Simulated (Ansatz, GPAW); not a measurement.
# Ballistic transport through a B chain with an H atom bridging one bond, cheap and dear

Wanted: the zero-bias transmission of a B chain with an H atom bridging one bond on a ladder of levels, with run times.

Main program and level: GPAW 26.7.0 and Ansatz 0.2.0; Ansatz plane waves; Landauer transmission by layers, zero bias, in the first sound run; inputs show where later runs differ.

## Step 1: The starting structure

The cell holds 13 atoms: 12 B and 1 H. Its edges and angles: a = 9.000 Å, b = 9.000 Å, c = 18.800 Å, α = 90.0°, β = 90.0°, γ = 90.0°. Regions: left lead, 6 atoms (6 B); channel, 1 atom (1 H); right lead, 6 atoms (6 B). Vacuum lies along a and b. The structure is stacked along c, and the current runs across the ab planes.

Structure file:

```cif
data_structure
_symmetry_space_group_name_H-M 'P 1'
_symmetry_Int_Tables_number 1
_cell_length_a 9.0000
_cell_length_b 9.0000
_cell_length_c 18.8000
_cell_angle_alpha 90.000
_cell_angle_beta 90.000
_cell_angle_gamma 90.000
_cell_volume 1522.80
loop_
_atom_site_label
_atom_site_type_symbol
_atom_site_fract_x
_atom_site_fract_y
_atom_site_fract_z
_atom_site_occupancy
B1 B 0.50000 0.50000 0.04122 1
B2 B 0.50000 0.50000 0.12367 1
B3 B 0.50000 0.50000 0.20612 1
B4 B 0.50000 0.50000 0.28856 1
B5 B 0.50000 0.50000 0.37101 1
B6 B 0.50000 0.50000 0.45346 1
H7 H 0.56086 0.50000 0.50000 1
B8 B 0.50000 0.50000 0.54654 1
B9 B 0.50000 0.50000 0.62899 1
B10 B 0.50000 0.50000 0.71144 1
B11 B 0.50000 0.50000 0.79388 1
B12 B 0.50000 0.50000 0.87633 1
B13 B 0.50000 0.50000 0.95878 1
```

## Step 2: Plane-wave reference (PBE)

Plane waves give the reference curve, free of the bias of atom-centred orbitals.

input.yaml reads:

```yaml
crystal:
  lattice:
    - [9.0, 0.0, 0.0]
    - [0.0, 9.0, 0.0]
    - [0.0, 0.0, 18.8]
  atoms:
    - { symbol: B, position: [0.5, 0.5, 0.0412234043] }
    - { symbol: B, position: [0.5, 0.5, 0.1236702128] }
    - { symbol: B, position: [0.5, 0.5, 0.2061170213] }
    - { symbol: B, position: [0.5, 0.5, 0.2885638298] }
    - { symbol: B, position: [0.5, 0.5, 0.3710106383] }
    - { symbol: B, position: [0.5, 0.5, 0.4534574468] }
    - { symbol: H, position: [0.560858062, 0.5, 0.5] }
    - { symbol: B, position: [0.5, 0.5, 0.5465425532] }
    - { symbol: B, position: [0.5, 0.5, 0.6289893617] }
    - { symbol: B, position: [0.5, 0.5, 0.7114361702] }
    - { symbol: B, position: [0.5, 0.5, 0.7938829787] }
    - { symbol: B, position: [0.5, 0.5, 0.8763297872] }
    - { symbol: B, position: [0.5, 0.5, 0.9587765957] }
kpoints:
  mp_grid: { grid: [1, 1, 4] }
hamiltonian:
  xc: pbe
scf:
  occupations: { method: fermi_dirac, width: 0.1 }
output:
  transmission:
    leads: [[0, 1]]
    e_range: [-2, 2]
    de: 0.05
    kmesh: [1, 1]
    reduced_basis: true
  write_potential: true
  write_density: true
  volumetric_format: npy
```

Command:

```
> ansatz run input.yaml --threads 2 --pin off --max-ram 4096MiB --backend cpu --events-out ev --progress --plain --runs-dir out
```

Numbers of over 12 decimals in the logs are rounded to 6 here.

Output:

```text
Engine: ansatz 0.2.0, x86_64-unknown-linux-gnu
Pseudopotentials: kind: paw
Pseudopotential: B, paw, valence charge 3, recommended cutoff 420 eV (normal), B.paw.azcp
Pseudopotential: H, paw, valence charge 1, recommended cutoff 420 eV (normal), H.paw.azcp
Functional definition: PBE
  parameter kappa = 0.804
  parameter beta = 0.066725
  exchange = pbe_x(kappa = kappa, mu = beta*pi^2/3)
  correlation = pbe_c(beta = beta)
Crystal: 13 atoms, lattice volume = 1522.800 Å³
Basis set: ecut = 420 eV, 29675 PW (Γ)
Bands: 32, of which v1, the nominal top of the filled ones, is band 19 counted from 1 (18 counted from 0)
Symmetry: 4 space group operations
Space group: Pmm2 (ITA 25), of the structure as read, at distance tolerance 1.2e-4 Å
k-points: 3 of 4
Non-local potential: B, projectors of the file, l = 0: 2, l = 1: 2, l = 2: 1
Non-local potential: H, projectors of the file, l = 0: 2, l = 1: 1
PAW form: soft (Blöchl's): semilocal exchange-correlation on the pseudo side does not see the compensation charge
PAW one-centre angular grid: B, 110 points (default); XC on 64 Gauss nodes
PAW one-centre angular grid: H, 110 points (default); XC on 64 Gauss nodes
Initial density: superposition of atomic densities (neutral atoms: chi_scale 0, normalization atom), corrected by the library's trained network
Initial wavefunctions: pseudopotential atomic-orbital guess
Functional: x = pbe(κ = 0.804, μ = 0.219515), c = pbe(β = 0.066725)
SCF iter   1: F=—  HF=-1864.727696 eV  |F-HF|=—  |Δ(HF+E_count)|=         —  Δρ=3.89e-3  dr2=3.32e-1  ethr=1.77e-3  ⟨swp⟩=17.3  Hψ=835  notcnv=0  defer=5
preconditioner: auto → LDOS  [metal: Δε(μ)=0.211 eV  Ē_g=7.081 eV  σ=0.100 eV  W_gap=0.48  n_scr=76 (ndim 8)  ℏωp=5.6 eV  f_vac=0.750  D(μ)=6.19/eV (n_scr^D=16)  β→1.0]
SCF iter   2: F=—  HF=-1864.704269 eV  |F-HF|=—  |Δ(HF+E_count)|=   2.34e-2  Δρ=1.24e-3  dr2=7.15e-2  ethr=8.96e-4  ⟨swp⟩=2.7  Hψ=214  notcnv=0  defer=8
SCF iter   3: F=—  HF=-1864.702967 eV  |F-HF|=—  |Δ(HF+E_count)|=   1.30e-3  Δρ=3.36e-4  dr2=4.26e-3  ethr=1.93e-4  ⟨swp⟩=2.3  Hψ=125  notcnv=0  defer=8
SCF iter   4: F=—  HF=-1864.703169 eV  |F-HF|=—  |Δ(HF+E_count)|=   2.02e-4  Δρ=1.30e-4  dr2=7.12e-4  ethr=1.15e-5  ⟨swp⟩=2.0  Hψ=129  notcnv=0  defer=8
SCF iter   5: F=—  HF=-1864.703196 eV  |F-HF|=—  |Δ(HF+E_count)|=   2.67e-5  Δρ=3.40e-5  dr2=2.75e-5  ethr=1.92e-6  ⟨swp⟩=2.3  Hψ=133  notcnv=0  defer=8
SCF iter   6: F=—  HF=-1864.703226 eV  |F-HF|=—  |Δ(HF+E_count)|=   2.99e-5  Δρ=7.79e-6  dr2=1.83e-6  ethr=7.42e-8  ⟨swp⟩=2.3  Hψ=162  notcnv=0  defer=8
SCF iter   7: F=-1864.703227 eV  HF=-1864.703227 eV  |F-HF|=2.92e-8  |Δ(HF+E_count)|=   1.11e-6  Δρ=1.52e-6  dr2=5.87e-8  ethr=2.70e-10  ⟨swp⟩=17.3  Hψ=535  notcnv=0
SCF 1 converged in 7 iterations: F = -1864.703227 eV  dr2 = 5.87e-8
  greatest PAW one-centre occupation: 0.598 electrons in one spin orbital (limit 2), on the B atom at site 12 (counted from 0), in its partial waves of l = 0
transmission: 24 of 144 steps passed
transmission: 48 of 144 steps passed
[...]
transmission: 144 of 144 steps passed
WARN: The output density's exchange-correlation potential varies sharply where the density is thin. Do not read a vacuum level from v_tot or v_xc, or from such a field of the output density. On a cell that repeats whose density bears no net charge and no dipole along the vacuum's axis use v_es (v_loc + v_h of the components); under efield.dipole_correction with no amplitude use v_es + v_field, which holds any externa [...]
SCF converged after 7 iterations
Free energy (F): -1864.703227 eV
Harris-Foulkes:  -1864.703227 eV  (|F-HF|=2.92e-8)
Internal energy: -1864.496123 eV  (E = F + TS)
E sigma→0 (E₀):  -1864.599675 eV
Entropy (-TS):   -0.207104 eV (-15.931 meV/atom)
Fermi energy:    -4.886523 eV
--- Per-component energies (eV) ---
  E_band       = -340.428563
  E_kinetic    = 544.748871
  E_local      = -2707.167702  (includes V_loc(G=0)·N_el)
  E_nonlocal   = 163.230370
  E_hartree    = 1061.329876
  E_xc         = -365.825207
  E_vxc        = -429.185180  (∫ρ·V_xc dr)
  E_paw        = -945.440435  (= ΣΔE_a)
  E_vpaw       = -34.716948  (= ΣTr[D̂ρ^β])
  E_aug_tail   = -0.001863  (compensation charges beyond the density's cutoff)
  E_ewald      = 384.629968
  E_smearing   = -0.207104  (= −TS)
  E_closure    = 0.000000  (closes the sum)
  Σ components = -1864.703227   (vs F -1864.703227, Δ=0.00e0)
--- Band table (eV) ---
  k-point 0: bands = [... 15 lower, -5.5511, -5.4900, -5.4765, -4.4755, -4.3425, -4.3097, -4.3049, -2.4759, ... 9 higher]
  k-point 1: bands = [... 15 lower, -5.6802, -5.3501, -5.2873, -4.7764, -4.6852, -3.9896, -3.8796, -3.0076, ... 9 higher]
  k-point 2: bands = [... 15 lower, -5.7491, -5.1516, -5.0319, -5.0195, -5.0054, -3.5796, -3.4678, -3.4107, ... 9 higher]
--- Transmission ---
  basis      : 717 plane waves across, 24 finite elements along
  points     : 1, standing for a mesh of 1 x 1
  energies   : 81 from -2.000000 to 2.000000 eV about the Fermi level, 0.050000 eV apart; the leads are filled to 0.000000 eV, and channels, transmission and decay are at 0.000000 eV
  crystal 0  : B1, at the sites [0, 1], period 1.5500 Å, over 18.60 Å; its Hamiltonian steps by up to 19.9 meV
    offset         : up to 0.0000 Å between an atom of the period and one for which it stands
    channels       : 2.000000e0 a spin
    conductance    : none, the energies end too early or step too widely for 300 K: set another output.transmission.e_range or a lower de, or, where they end at an eighth of basis.ecutwfc, a higher one
  junction   : crystal 0 to crystal 0, 0.58 to 17.83 Å
    transmission   : 1.913370e0 a spin
    error estimate : 2.432177e-4 a spin from the reduction of the transverse basis, at the most 4.778481e-4 at -0.800000 eV
    conductance    : none, the energies end too early or step too widely for 300 K: set another output.transmission.e_range or a lower de, or, where they end at an eighth of basis.ecutwfc, a higher one
```

Run time: 25 s. Hardware: 2 threads of Intel Xeon Platinum 8488C (Sapphire Rapids), shared host; peak memory 1 GiB; 46 s of CPU time.

The column dr2 measures how far the density is from self-consistency, as an energy; F and HF (Harris–Foulkes) agree once it is small.

Numbers from this step:

| Item | Value |
| --- | --- |
| free energy | -1864.7032 eV |
| smearing term TS | 0.2071 eV |
| symmetry operations | 4 |
| lead level | 0 eV from the Fermi level |
| transmission at the Fermi level (one spin) | 1.913 |
| open channels of the lead at the Fermi level (one spin) | 2 |
| step of the potential along the lead | 19.9 meV |
| offset of the lead | 0 Å |

One spin. Transmission, zone mean against energy, zero at the Fermi level:

| energy (eV) | transmission, zone mean |
| --- | --- |
| -2.00 | 0 |
| -1.85 | 0 |
| -1.70 | 0 |
| -1.60 | 0 |
| -1.45 | 0 |
| -1.30 | 0 |
| -1.15 | 0 |
| -1.05 | 0 |
| -0.90 | 0.573 |
| -0.75 | 1.31 |
| -0.60 | 1.66 |
| -0.50 | 1.78 |
| -0.35 | 1.86 |
| -0.20 | 1.90 |
| -0.05 | 1.91 |
| 0.00 | 1.91 |
| 0.05 | 1.92 |
| 0.20 | 1.92 |
| 0.35 | 1.93 |
| 0.50 | 1.93 |
| 0.60 | 1.94 |
| 0.75 | 1.94 |
| 0.90 | 1.95 |
| 1.05 | 1.96 |
| 1.15 | 1.96 |
| 1.30 | 1.97 |
| 1.45 | 1.97 |
| 1.60 | 1.98 |
| 1.70 | 1.98 |
| 1.85 | 1.98 |
| 2.00 | 1.98 |

One spin. The open channels, zone mean by energy, zero at the Fermi level:

| energy (eV) | open channels, zone mean |
| --- | --- |
| -1.000 | 0 |
| -0.800 | 2 |
| -0.600 | 2 |
| -0.400 | 2 |
| -0.200 | 2 |
| 0.000 | 2 |
| 0.200 | 2 |
| 0.400 | 2 |
| 0.600 | 2 |
| 0.800 | 2 |
| 1.000 | 2 |
| 1.200 | 2 |
| 1.400 | 2 |
| 1.600 | 2 |
| 1.800 | 2 |
| 2.000 | 2 |

Crystal 0, spin -, k parallel (0, 0); distinct values, listed up to 1.5 1/Å. The Im kz of the slowest decaying states by energy, zero at the Fermi level:

| energy (eV) | decay 1 (Å⁻¹) | decay 2 (Å⁻¹) | decay 3 (Å⁻¹) | decay 4 (Å⁻¹) |
| --- | --- | --- | --- | --- |
| -2.00 | 0.299 | 0.531 | 0.532 | 1.36 |
| -1.85 | 0.334 | 0.491 | 0.492 | 1.35 |
| -1.70 | 0.365 | 0.447 | 0.449 | 1.33 |
| -1.50 | 0.382 | 0.383 | 0.400 | 1.31 |
| -1.35 | 0.324 | 0.325 | 0.423 | 1.30 |
| -1.20 | 0.253 | 0.255 | 0.444 | 1.28 |
| -1.05 | 0.151 | 0.155 | 0.463 | 1.27 |
| -0.90 | 0.481 | 1.25 | 1.38 | 1.43 |
| -0.70 | 0.502 | 1.23 | 1.36 | 1.41 |
| -0.55 | 0.516 | 1.21 | 1.35 | 1.39 |
| -0.40 | 0.529 | 1.20 | 1.33 | 1.38 |
| -0.25 | 0.541 | 1.18 | 1.32 | 1.37 |
| -0.10 | 0.552 | 1.16 | 1.30 | 1.35 |
| 0.00 | 0.559 | 1.15 | 1.29 | 1.34 |
| 0.10 | 0.566 | 1.14 | 1.28 | 1.33 |
| 0.25 | 0.575 | 1.12 | 1.27 | 1.32 |
| 0.40 | 0.584 | 1.10 | 1.25 | 1.30 |
| 0.55 | 0.592 | 1.08 | 1.24 | 1.29 |
| 0.70 | 0.599 | 1.06 | 1.22 | 1.27 |
| 0.90 | 0.607 | 1.04 | 1.20 | 1.25 |
| 1.05 | 0.613 | 1.02 | 1.18 | 1.23 |
| 1.20 | 0.618 | 0.999 | 1.17 | 1.22 |
| 1.35 | 0.623 | 0.979 | 1.15 | 1.20 |
| 1.50 | 0.627 | 0.958 | 1.13 | 1.19 |
| 1.70 | 0.631 | 0.929 | 1.11 | 1.16 |
| 1.85 | 0.634 | 0.907 | 1.09 | 1.15 |
| 2.00 | 0.637 | 0.885 | 1.07 | 1.13 |

Crystal 0, spin -, k parallel (0, 0). Table of Re kz of states that move upwards by energy, zero at the Fermi level:

| energy (eV) | channel 1 (Å⁻¹) | channel 2 (Å⁻¹) |
| --- | --- | --- |
| -2.00 | - | - |
| -1.85 | - | - |
| -1.70 | - | - |
| -1.60 | - | - |
| -1.45 | - | - |
| -1.30 | - | - |
| -1.15 | - | - |
| -1.05 | - | - |
| -0.90 | 0.130 | 0.135 |
| -0.75 | 0.241 | 0.243 |
| -0.60 | 0.315 | 0.317 |
| -0.50 | 0.356 | 0.357 |
| -0.35 | 0.409 | 0.411 |
| -0.20 | 0.457 | 0.458 |
| -0.05 | 0.500 | 0.501 |
| 0.00 | 0.514 | 0.515 |
| 0.05 | 0.527 | 0.528 |
| 0.20 | 0.565 | 0.566 |
| 0.35 | 0.600 | 0.601 |
| 0.50 | 0.633 | 0.634 |
| 0.60 | 0.655 | 0.656 |
| 0.75 | 0.686 | 0.687 |
| 0.90 | 0.715 | 0.716 |
| 1.05 | 0.744 | 0.744 |
| 1.15 | 0.762 | 0.763 |
| 1.30 | 0.789 | 0.790 |
| 1.45 | 0.815 | 0.815 |
| 1.60 | 0.840 | 0.841 |
| 1.70 | 0.856 | 0.857 |
| 1.85 | 0.880 | 0.881 |
| 2.00 | 0.904 | 0.904 |

The electrostatic potential energy of an electron (with the applied field's), less the Fermi level, planar mean oscillates, so the rows of the table below give means over windows of 1.54 Å about each position, cut where the curve ends. Its maxima inside the range that stand out by 2 % of the span (Å: eV): 1.6: 5.38, 3.1: 5.39, 4.7: 5.37, 6.2: 5.35, 7.8: 5.35, 9.5: 5.05, 11.0: 5.35, 12.6: 5.35, 14.1: 5.37, 15.7: 5.39, 17.2: 5.38. Its minima: 0.7: 4.59, 2.4: 4.59, 3.8: 4.60, 5.4: 4.56, 7.0: 4.55, 8.5: 4.52, 10.3: 4.52, 11.8: 4.55, 13.4: 4.56, 15.0: 4.60, 16.4: 4.59, 18.1: 4.59.

Table of electrostatic potential energy of an electron (with the applied field's), less the Fermi level, planar mean by z; means over each step:

z (Å), electrostatic potential energy of an electron (with the applied field's), less the Fermi level, planar mean (eV) and a bar from the least value:
```
     0.77       4.99 #############################
     2.31       4.99 #############################
     3.85       4.99 #############################
     5.39       4.96 ########################
     6.93       4.94 ####################
     8.47       4.88 #########
    10.01       4.84 
    11.55       4.94 ####################
    13.09       4.96 #######################
    14.63       4.99 ############################
    16.17       4.99 ##############################
    17.71       4.99 #############################
```

Valence density, planar mean against z:

| z (Å) | valence density, planar mean (e/Å³) |
| --- | --- |
| 0.0 | 0.0266 |
| 0.5 | 0.0229 |
| 1.0 | 0.0220 |
| 1.5 | 0.0266 |
| 2.0 | 0.0237 |
| 2.5 | 0.0211 |
| 3.0 | 0.0266 |
| 3.5 | 0.0246 |
| 4.0 | 0.0204 |
| 4.5 | 0.0265 |
| 5.0 | 0.0254 |
| 5.5 | 0.0199 |
| 6.0 | 0.0262 |
| 6.5 | 0.0257 |
| 7.0 | 0.0195 |
| 7.5 | 0.0257 |
| 8.0 | 0.0270 |
| 8.5 | 0.0221 |
| 9.0 | 0.0274 |
| 9.5 | 0.0322 |
| 10.0 | 0.0241 |
| 10.5 | 0.0245 |
| 11.0 | 0.0268 |
| 11.5 | 0.0233 |
| 12.0 | 0.0212 |
| 12.5 | 0.0265 |
| 13.0 | 0.0244 |
| 13.5 | 0.0204 |
| 14.0 | 0.0266 |
| 14.5 | 0.0252 |
| 15.0 | 0.0198 |
| 15.5 | 0.0263 |
| 16.0 | 0.0258 |
| 16.5 | 0.0196 |
| 17.0 | 0.0261 |
| 17.5 | 0.0261 |
| 18.0 | 0.0196 |
| 18.5 | 0.0258 |

T at the Fermi level is 1.91 of 2 open channels a spin.

## Step 3: Double-zeta polarised basis

Localised orbitals split the wire into layers that couple to their neighbours alone, which is what the Green's function method needs; double zeta with polarisation is the usual level for numbers.

This step: GPAW LCAO, PAW setups; Landauer transmission from Green's functions with principal layers (ASE), zero bias (GPAW 26.7.0).

run.py reads:

```python
import json
import numpy as np
from ase import Atoms
from ase.transport.calculators import TransportCalculator
from gpaw import GPAW, FermiDirac
from gpaw.lcao.tools import get_lcao_hamiltonian
from scipy.linalg import eigh

# The junction with lead layers at both ends, along the third cell vector
device = Atoms(
    ['B', 'B', 'B', 'B', 'B', 'B', 'H', 'B', 'B', 'B', 'B', 'B', 'B'],
    positions=[
        [4.50000, 4.50000, 0.77500],
        [4.50000, 4.50000, 2.32500],
        [4.50000, 4.50000, 3.87500],
        [4.50000, 4.50000, 5.42500],
        [4.50000, 4.50000, 6.97500],
        [4.50000, 4.50000, 8.52500],
        [5.04772, 4.50000, 9.40000],
        [4.50000, 4.50000, 10.27500],
        [4.50000, 4.50000, 11.82500],
        [4.50000, 4.50000, 13.37500],
        [4.50000, 4.50000, 14.92500],
        [4.50000, 4.50000, 16.47500],
        [4.50000, 4.50000, 18.02500]],
    cell=[[9.0, 0.0, 0.0], [0.0, 9.0, 0.0], [0.0, 0.0, 18.8]],
    pbc=True)

# One principal layer of the lead: the first 4 atoms of the device
lead = Atoms(
    ['B', 'B', 'B', 'B'],
    positions=[
        [4.50000, 4.50000, 0.77500],
        [4.50000, 4.50000, 2.32500],
        [4.50000, 4.50000, 3.87500],
        [4.50000, 4.50000, 5.42500]],
    cell=[[9.0, 0.0, 0.0], [0.0, 9.0, 0.0], [0.0, 0.0, 6.2]],
    pbc=True)

settings = dict(mode='lcao', basis='dzp', xc='PBE', h=0.2,
                occupations=FermiDirac(0.1), maxiter=250,
                mixer=dict(beta=0.1, nmaxold=8, weight=100.0),
                convergence=dict(density=0.0001))
energies = np.arange(-2, 2 + 1e-9, 0.05)
eta = 0.0001
n1, n2 = 1, 1
# k and -k transmit alike, so half of the mesh across the current serves
mesh = [(i, j) for i in range(n1) for j in range(n2) if (i, j) <= (-i % n1, -j % n2)]
weights = np.array([1 if (i, j) == (-i % n1, -j % n2) else 2 for i, j in mesh]) / (n1 * n2)

# [... helper functions left out ...]
fermi_lead = ground_state(lead, (1, 1, 18), 'lead.txt')
fermi_device = ground_state(device, (1, 1, 4), 'device.txt')
# [... loop over the mesh left out, but for ...]
        # Shift the lead onto the potential of the device's first layer
        shift = ((H[:, 0, 0] - H0[:, 0, 0]) / S0[0, 0]).real.mean()
# [...]
kT = 8.617333e-5 * 300
bias = [0.1, 0.2, 0.5, 1.0, 1.5, 2.0]
# [... integrals and printing left out ...]
```

Command:

```
> OMP_NUM_THREADS=1 OPENBLAS_NUM_THREADS=2 python run.py
```

Output:

```text
basis functions: device 161, principal layer 52
Fermi level: lead -4.8868 eV, device -4.8481 eV; lead shifted by -0.0153 eV
largest coupling past the next layer 9.55e-05 eV, largest misfit of the first layer 0.053 eV
  E-E_F (eV)   T (one spin)  [channel counts left out]
    -2.000    2.1465e-12
    -1.950    2.1260e-12
    -1.900    2.1023e-12
    -1.850    2.0765e-12
    -1.800    2.0493e-12
    -1.750    2.0218e-12
    -1.700    1.9952e-12
    -1.650    1.9722e-12
    -1.600    1.9599e-12
    -1.550    1.9808e-12
    -1.500    2.1234e-12
    -1.450    2.8453e-12
    -1.400    8.2681e-12
    -1.350    3.1132e-10
    -1.300    1.0059e-10
    -1.250    5.1183e-11
[...]
1.650    1.9788e+00
     1.700    1.9801e+00
     1.750    1.9814e+00
     1.800    1.9825e+00
     1.850    1.9835e+00
     1.900    1.9845e+00
     1.950    1.9854e+00
     2.000    1.9862e+00
conductance at 300 K: 1.9126 G0 a cell; thermopower -0.2452 uV/K
current from the zero-bias T(E) at 0.1 V: 14.818 uA
current from the zero-bias T(E) at 0.2 V: 29.631 uA
current from the zero-bias T(E) at 0.5 V: 73.97 uA
current from the zero-bias T(E) at 1.0 V: 146.8 uA
current from the zero-bias T(E) at 1.5 V: 214.45 uA
current from the zero-bias T(E) at 2.0 V: 263.2 uA
```

Elapsed: 40 s, on 2 threads; peak memory 0.64 GiB.

This step gave:

| Property | Result |
| --- | --- |
| conductance | 1.913 G₀ |
| largest coupling past the next principal layer | 9.55e-5 eV |
| largest misfit of the first principal layer | 0.05282 eV |
| shift that aligns the lead | -0.01528 eV |
| basis functions of the junction | 161 |
| basis functions of a principal layer | 52 |

One spin. The transmission, zone mean by energy, zero at the Fermi level:

| energy (eV) | transmission, zone mean |
| --- | --- |
| -2.00 | 2.1e-12 |
| -1.85 | 2.1e-12 |
| -1.70 | 2.0e-12 |
| -1.60 | 2.0e-12 |
| -1.45 | 2.8e-12 |
| -1.30 | 1.0e-10 |
| -1.15 | 2.9e-10 |
| -1.05 | 1.6e-7 |
| -0.90 | 0.470 |
| -0.75 | 1.27 |
| -0.60 | 1.64 |
| -0.50 | 1.76 |
| -0.35 | 1.85 |
| -0.20 | 1.89 |
| -0.05 | 1.91 |
| 0.00 | 1.91 |
| 0.05 | 1.92 |
| 0.20 | 1.92 |
| 0.35 | 1.93 |
| 0.50 | 1.93 |
| 0.60 | 1.94 |
| 0.75 | 1.94 |
| 0.90 | 1.95 |
| 1.05 | 1.96 |
| 1.15 | 1.96 |
| 1.30 | 1.97 |
| 1.45 | 1.97 |
| 1.60 | 1.98 |
| 1.70 | 1.98 |
| 1.85 | 1.98 |
| 2.00 | 1.99 |

Not self-consistent under bias; the bias window is split evenly. Table of current through one cell, from the zero-bias transmission by bias:

| bias (V) | current through one cell, from the zero-bias transmission (μA) |
| --- | --- |
| 0.100 | 14.8 |
| 0.200 | 29.6 |
| 0.500 | 74.0 |
| 1.000 | 147 |
| 1.500 | 214 |
| 2.000 | 263 |

The transmission of the three most open eigenchannels by energy, zero at the Fermi level:

| energy (eV) | channel 1 | channel 2 | channel 3 |
| --- | --- | --- | --- |
| -2.00 | 2.2e-12 | 0 | 0 |
| -1.85 | 2.1e-12 | 0 | 0 |
| -1.70 | 2.0e-12 | 0 | 0 |
| -1.60 | 1.9e-12 | 0 | 0 |
| -1.45 | 1.7e-12 | 1.1e-12 | 0 |
| -1.30 | 9.7e-11 | 1.7e-12 | 1.3e-12 |
| -1.15 | 2.0e-10 | 8.4e-11 | 1.6e-12 |
| -1.05 | 1.6e-7 | 7.0e-10 | 1.6e-12 |
| -0.90 | 0.324 | 0.147 | 1.5e-12 |
| -0.75 | 0.765 | 0.507 | 1.4e-12 |
| -0.60 | 0.921 | 0.719 | 1.3e-12 |
| -0.50 | 0.963 | 0.799 | 1.3e-12 |
| -0.35 | 0.988 | 0.865 | 1.2e-12 |
| -0.20 | 0.996 | 0.897 | 1.1e-12 |
| -0.05 | 0.998 | 0.912 | 1.1e-12 |
| 0.00 | 0.998 | 0.915 | 1.0e-12 |
| 0.05 | 0.998 | 0.917 | 1.0e-12 |
| 0.20 | 0.999 | 0.923 | 0 |
| 0.35 | 0.999 | 0.928 | 0 |
| 0.50 | 0.999 | 0.933 | 0 |
| 0.60 | 0.999 | 0.936 | 0 |
| 0.75 | 0.999 | 0.943 | 0 |
| 0.90 | 0.999 | 0.950 | 0 |
| 1.05 | 0.999 | 0.957 | 0 |
| 1.15 | 0.999 | 0.961 | 0 |
| 1.30 | 0.999 | 0.968 | 0 |
| 1.45 | 0.999 | 0.974 | 0 |
| 1.60 | 0.999 | 0.979 | 0 |
| 1.70 | 0.998 | 0.982 | 0 |
| 1.85 | 0.998 | 0.986 | 0 |
| 2.00 | 0.997 | 0.989 | 0 |

At the Fermi level T is 1.91 against 1.91 in plane waves. Couplings past the next layer reach 9.5e-5 eV, small enough to drop; the matrix elements of the cell's first layer differ from the bulk lead's by up to 0.053 eV. That layer keeps its own values in the calculation, and only beyond it is the lead taken as perfect. The Fermi levels of lead and junction count from different zeros of potential, one for each periodic cell; with both set to zero, the small remaining shift is what aligns them. By hand: G = 1.913 × 77.48 μS = 148 μS, a resistance of 6.75 kΩ; at 0.1 V a linear junction would pass 14.8 μA, and the integral over the bias window gives 14.8 μA.

(Continued in part 2 of 2.)

[Logs are printed without paths, hosts, clocks, repeated set-up lines and the standing remarks that a program may print on its own settings, such as how far it seeks lower states.]

[Hosts, paths, dates, database ids (printed as entryN), source tags and the programs' standing remarks are cut or masked in the printed files.]
